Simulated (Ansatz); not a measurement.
System: α-phase Li₃N. Method: PBE-D4 (Ansatz, a first-principles code, plane waves, PAW).

Numerical settings: plane-wave cutoff 520 eV, 12×12×10 k mesh (along the axes of the cell as run), Fermi–Dirac smearing 0.01 eV, scalar-relativistic PAW data made under PBE.

The cell is scaled about its equilibrium volume (c/a stays at 1.063):

Shape and atoms are relaxed at each volume.

```csv
V (Å³/atom),P (GPa),direct gap at Γ (eV),smallest gap on the k mesh (eV)
10.389,2.41,1.453,1.149
10.606,1.15,1.389,1.158
10.822,0.00,1.330,1.118
11.039,-1.04,1.272,1.066
11.255,-1.99,1.217,1.014
```

The fundamental gap (1.12 eV at the equilibrium volume, with added k points) lies elsewhere than Γ–Γ.

Measured, for comparison: band gap 2.15 eV (4 K, zero-point motion not removed, indirect, optical absorption, E parallel c; as tabulated in Brendecke and Bludau (1979), doi:10.1063/1.326533).

Note: the bulk modulus comes from volumes at which shape and atoms were relaxed.
